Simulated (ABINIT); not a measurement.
# PtSe2 (Sudovikovite) (P-3m1) in ABINIT: single point with WC

Aim: the single point of PtSe2 (Sudovikovite) with WC.

Program: ABINIT 10.8.3 (patched build). These are calculated values, not measurements. Logs are shortened: lines on timing, memory, paths and dates and some standing lists are left out, and cuts for length are marked. The log counts tension as positive stress, the text compression.

## 1. The structure

The structure is trigonal, space group P-3m1 (No. 164). Conventional cell: a = 3.724 Å, b = 3.724 Å, c = 5.062 Å, α = 90.00°, β = 90.00°, γ = 120.00°. Around Pt (site symmetry -3m) lie 6 Se at 2.49 Å. Se (site symmetry 3m) has 3 Pt at 2.49 Å as nearest neighbours.

## 2. Single point, WC

Contents of run.abi:

```
# Pseudopotentials
pp_dirpath "./"
pseudos "Pt.GGA_PBE-JTH.xml, Se.GGA_PBE-JTH.xml"

# Structure
acell 3*1.0 Angstrom
rprim
     3.7240000000     0.0000000000     0.0000000000
    -1.8620000000     3.2250786037     0.0000000000
     0.0000000000     0.0000000000     5.0620000000
ntypat 2
znucl 78 34
natom 3
typat 1 2 2
xcart
     0.0000000000     0.0000000000     0.0000000000
     3.5186700444     2.0315050969     7.1743452321
    -0.0000000004     4.0630101945     2.3914484107

# Plane-wave basis
ecut 19.0
pawecutdg 38.0
pawxcdev 0

# k points
kptopt 1
ngkpt 8 8 5
nshiftk 1
shiftk 0.0 0.0 0.0

# Exchange and correlation
ixc 23

# Bands and occupations
nband 15
occopt 3
tsmear 0.00183747

# SCF cycle
nstep 100
tolvrs 1.0e-9

# Output
iomode 3
prtwf 0
prteig 0
prtebands 0
enunit 2
prtden 1
prtvha 1
prtvclmb 1
prtpot 1
```

Potentials or basis: JTH PAW PBE v2.0.

On the command line:

```console
> abinit run.abi > log 2>&1
```

run.abo:

```text
.Version 10.8.3 of ABINIT
 Symmetries : space group P-3 m 1 (#164); Bravais hP (primitive hexag.)
================================================================================
 Values of the parameters that define the memory need of the present run
     intxc =       0    ionmov =       0      iscf =      17    lmnmax =      18
     lnmax =       6     mgfft =      40  mpssoang =       3    mqgrid =    3001
     natom =       3  nloc_mem =       2    nspden =       1   nspinor =       1
    nsppol =       1      nsym =      12    n1xccc =       1    ntypat =       2
    occopt =       3   xclevel =       2
       mpw =        1635          nfft =       36000          nkpt =          40
 PAW method is used; the additional fine FFT grid is defined by:
   mgfftf=        54    nfftf =     86400
================================================================================
================================================================================

--------------------------------------------------------------------------------
------------- Echo of variables that govern the present computation ------------
--------------------------------------------------------------------------------
 -outvars: echo values of preprocessed input variables --------
            acell      1.8897261259E+00  1.8897261259E+00  1.8897261259E+00 Bohr
              amu      1.95080000E+02  7.89600000E+01
             ecut      1.90000000E+01 Hartree
           enunit           2
              ixc          23
         kptrlatt        8    0    0      0    8    0      0    0    5
          kptrlen      4.78289682E+01
            natom           3
            nband          15
            ngfft          30      30      40
          ngfftdg          40      40      54
             nkpt          40
            nstep         100
             nsym          12
           ntypat           2
           occopt           3
        pawecutdg      3.80000000E+01 Hartree
         pawxcdev           0
        prtebands           0
           prteig           0
           prtpot           1
         prtvclmb           1
           prtvha           1
            prtwf           0
            rprim      3.7240000000E+00  0.0000000000E+00  0.0000000000E+00
                      -1.8620000000E+00  3.2250786037E+00  0.0000000000E+00
                       0.0000000000E+00  0.0000000000E+00  5.0620000000E+00
          spgroup         164
           tolvrs      1.00000000E-09
           tsmear      1.83747000E-03 Hartree
            typat      1  2  2
           useylm           1
           xangst      0.0000000000E+00  0.0000000000E+00  0.0000000000E+00
                       1.8620000000E+00  1.0750262012E+00  3.7964999991E+00
                       9.4261207053E-18  2.1500524025E+00  1.2655000009E+00
            xcart      0.0000000000E+00  0.0000000000E+00  0.0000000000E+00
                       3.5186700464E+00  2.0315050985E+00  7.1743452354E+00
                       1.7812786563E-17  4.0630101970E+00  2.3914484140E+00
             xred      0.0000000000E+00  0.0000000000E+00  0.0000000000E+00
                       6.6666666667E-01  3.3333333333E-01  7.4999999983E-01
                       3.3333333333E-01  6.6666666667E-01  2.5000000017E-01
            znucl       78.00000   34.00000

================================================================================

 chkinp: Checking input parameters for consistency.

================================================================================
== DATASET  1 ==================================================================

--- !DatasetInfo
iteration_state: {dtset: 1, }
dimensions: {natom: 3, nkpt: 40, mband: 15, nsppol: 1, nspinor: 1, nspden: 1, mpw: 1635, }
cutoff_energies: {ecut:  19.0, pawecutdg:  38.0, }
electrons: {nelect:   2.20000000E+01, charge:   0.00000000E+00, occopt:   3.00000000E+00, tsmear:   1.83747000E-03, }
meta: {optdriver: 0, ionmov: 0, optcell: 0, iscf: 17, paral_kgb: 0, }
...

 Exchange-correlation functional for the present dataset will be:
  GGA: Wu Cohen functional - ixc=23
  Z. Wu and R. E. Cohen, PRB 73, 235116 (2006)

 Real(R)+Recip(G) space primitive vectors, cartesian coordinates (Bohr,Bohr^-1):
 R(1)=  7.0373401  0.0000000  0.0000000  G(1)=  0.1420991  0.0820410  0.0000000
 R(2)= -3.5186700  6.0945153  0.0000000  G(2)=  0.0000000  0.1640820  0.0000000
 R(3)=  0.0000000  0.0000000  9.5657936  G(3)=  0.0000000  0.0000000  0.1045392
 Unit cell volume ucvol=  4.1026902E+02 bohr^3
 Angles (23,13,12)=  9.00000000E+01  9.00000000E+01  1.20000000E+02 degrees

 Coarse grid specifications (used for wave-functions):

 getcut: wavevector=  0.0000  0.0000  0.0000  ngfft=  30  30  40
[... 77 lines left out ...]
fermie    :   1.34691073E-01
cartesian_stress_tensor: # hartree/bohr^3
- [ -1.37804322E-04,   0.00000000E+00,   0.00000000E+00, ]
- [  0.00000000E+00,  -1.37804322E-04,   0.00000000E+00, ]
- [  0.00000000E+00,   0.00000000E+00,  -7.42529905E-05, ]
pressure_GPa:   3.4311E+00
xred      :
- [  0.0000E+00,   0.0000E+00,   0.0000E+00, Pt]
- [  6.6667E-01,   3.3333E-01,   7.5000E-01, Se]
- [  3.3333E-01,   6.6667E-01,   2.5000E-01, Se]
cartesian_forces: # hartree/bohr
- [  6.37704300E-30,   3.31360874E-29,  -0.00000000E+00, ]
- [  6.37704300E-30,  -1.10453625E-29,  -1.04581966E-02, ]
- [ -1.27540860E-29,  -2.20907250E-29,   1.04581966E-02, ]
force_length_stats: {min:   3.37441398E-29, max:   1.04581966E-02, mean:   6.97213105E-03, }
...

 Integrated electronic density in atomic spheres:
 ------------------------------------------------
 Atom  Sphere_radius  Integrated_density
    1        2.51622          8.72461137
    2        2.21132          3.91911448
    3        2.21132          3.91911448

================================================================================

 ----iterations are completed or convergence reached----

 Mean square residual over all n,k,spin=   16.457E-11; max=  48.472E-09
 reduced coordinates (array xred) for    3 atoms
       0.000000000000      0.000000000000      0.000000000000
       0.666666666667      0.333333333333      0.749999999829
       0.333333333333      0.666666666667      0.250000000171
 rms dE/dt=  4.7160E-02; max dE/dt=  1.0004E-01; dE/dt below (all hartree)
    1       0.000000000000      0.000000000000      0.000000000000
    2       0.000000000000      0.000000000000      0.100040950326
    3       0.000000000000      0.000000000000     -0.100040950326

 cartesian coordinates (angstrom) at end:
    1      0.00000000000000     0.00000000000000     0.00000000000000
    2      1.86200000000000     1.07502620123333     3.79649999913411
    3      0.00000000000000     2.15005240246667     1.26550000086589

 cartesian forces (hartree/bohr) at end:
    1      0.00000000000000     0.00000000000000    -0.00000000000000
    2      0.00000000000000    -0.00000000000000    -0.01045819656933
    3     -0.00000000000000    -0.00000000000000     0.01045819656933
 frms,max,avg= 4.9300411E-03 1.0458197E-02   0.000E+00  0.000E+00  0.000E+00 h/b

 cartesian forces (eV/Angstrom) at end:
    1      0.00000000000000     0.00000000000000    -0.00000000000000
    2      0.00000000000000    -0.00000000000000    -0.53778209003329
    3     -0.00000000000000    -0.00000000000000     0.53778209003329
 frms,max,avg= 2.5351291E-01 5.3778209E-01   0.000E+00  0.000E+00  0.000E+00 e/A
 length scales=  1.889726125908  1.889726125908  1.889726125908 bohr
              =  1.000000000000  1.000000000000  1.000000000000 angstroms
 Fermi (or HOMO) energy (hartree) =   0.13469   Average Vxc (hartree)=  -0.39790
 Eigenvalues (hartree) for nkpt=  40  k points:
 kpt#   1, nband= 15, wtk=  0.00313, kpt=  0.0000  0.0000  0.0000 (reduced coord)
  -0.44510   -0.34123   -0.13173   -0.10508   -0.10508   -0.01412   -0.01412    0.03906
   0.09528    0.09528    0.14953    0.18671    0.18671    0.26309    0.28275
      occupation numbers for kpt#   1
   2.00000    2.00000    2.00000    2.00000    2.00000    2.00000    2.00000    2.00000
   2.00000    2.00000    0.00062    0.00000    0.00000    0.00000    0.00000
 prteigrs : prtvol=0 or 1, do not print more k-points.

 Fermi (or HOMO) energy (eV) =   3.66513   Average Vxc (eV)= -10.82749
 Eigenvalues (   eV  ) for nkpt=  40  k points:
 kpt#   1, nband= 15, wtk=  0.00313, kpt=  0.0000  0.0000  0.0000 (reduced coord)
 -12.11185   -9.28526   -3.58456   -2.85931   -2.85931   -0.38424   -0.38424    1.06288
   2.59264    2.59264    4.06900    5.08071    5.08071    7.15915    7.69400
 prteigrs : prtvol=0 or 1, do not print more k-points.

--- !EnergyTerms
iteration_state     : {dtset: 1, }
comment             : Components of total free energy in Hartree
kinetic             :  1.47361091467998E+01
hartree             :  8.13255218492668E+00
xc                  : -1.55181759842202E+01
Ewald energy        : -4.30911327896093E+01
psp_core            :  5.05571455010832E+00
local_psp           : -2.50285060665532E+01
PAW spherical_terms :  9.41191162473843E+00
internal            : -4.63015273338095E+01
'-kT*entropy'       : -2.29678331153313E-04
total_energy        : -4.63017570121406E+01
total_energy_eV     : -1.25993499392492E+03
...

--- !EnergyTermsDC
iteration_state     : {dtset: 1, }
comment             : '"Double-counting" decomposition of free energy'
band_energy         : -1.89847130356401E+00
Ewald energy        : -4.30911327896093E+01
psp_core            :  5.05571455010832E+00
xc_dc               : -1.30218199889534E+01
PAW spherical_terms :  6.65419307377248E+00
internal            : -4.63015164582460E+01
'-kT*entropy'       : -2.29678331153313E-04
total_energy_dc     : -4.63017461365771E+01
total_energy_dc_eV  : -1.25993469798576E+03
...

--- !EnergyTermsWithPAWCore
iteration_state     : {dtset: 1, }
comment             : 'Components of total free energy, including PAW core contributions'
Total energy        : -2.32717650925538E+04
Total energy DC     : -2.32717650816783E+04
Total energy (eV)   : -6.33256988559220E+05
Total energy DC (eV): -6.33256988263281E+05
...

 Cartesian components of stress tensor (hartree/bohr^3)
  sigma(1 1)= -1.37804322E-04  sigma(3 2)=  0.00000000E+00
  sigma(2 2)= -1.37804322E-04  sigma(3 1)=  0.00000000E+00
  sigma(3 3)= -7.42529905E-05  sigma(2 1)=  0.00000000E+00

-Cartesian components of stress tensor (GPa)         [Pressure=  3.4311E+00 GPa]
- sigma(1 1)= -4.05434313E+00  sigma(3 2)=  0.00000000E+00
- sigma(2 2)= -4.05434313E+00  sigma(3 1)=  0.00000000E+00
- sigma(3 3)= -2.18459840E+00  sigma(2 1)=  0.00000000E+00

== END DATASET(S) ==============================================================
================================================================================

 -outvars: echo values of variables after computation  --------
            acell      1.8897261259E+00  1.8897261259E+00  1.8897261259E+00 Bohr
           etotal     -4.6301746137E+01
            fcart      6.3770430011E-30  3.3136087440E-29 -0.0000000000E+00
                       6.3770430011E-30 -1.1045362480E-29 -1.0458196569E-02
                      -1.2754086002E-29 -2.2090724960E-29  1.0458196569E-02
            rprim      3.7240000000E+00  0.0000000000E+00  0.0000000000E+00
                      -1.8620000000E+00  3.2250786037E+00  0.0000000000E+00
                       0.0000000000E+00  0.0000000000E+00  5.0620000000E+00
           strten     -1.3780432200E-04 -1.3780432205E-04 -7.4252990529E-05
                       0.0000000000E+00  0.0000000000E+00  0.0000000000E+00
           xangst      0.0000000000E+00  0.0000000000E+00  0.0000000000E+00
                       1.8620000000E+00  1.0750262012E+00  3.7964999991E+00
                       9.4261207053E-18  2.1500524025E+00  1.2655000009E+00
             xred      0.0000000000E+00  0.0000000000E+00  0.0000000000E+00
                       6.6666666667E-01  3.3333333333E-01  7.4999999983E-01
                       3.3333333333E-01  6.6666666667E-01  2.5000000017E-01
 Calculation completed.
```

Run time: 58 s. Hardware: 1 thread of Arm Neoverse V1, shared host; peak memory 0.15 GiB.

What came out:

```
Free energy            : -1259.9347 eV
Pressure               : 3.4 GPa
Largest force          : 0.538 eV/Å
Band gap on the k mesh : none (metal or under the smearing width)
```

Forces in eV/Å, atoms in the order of the input:
```
Pt   0.000  0.000  0.000
Se   0.000  0.000 -0.538
Se   0.000  0.000  0.538
```

Stress tensor (GPa, compression positive):
```
4.05 0.00 0.00
0.00 4.05 0.00
0.00 0.00 2.18
```

Caveat: the PAW data sets were made with another functional, which shifts forces and pressure a little; the atomic spheres overlap. Spin-orbit coupling is left out, which matters for the levels of Pt.
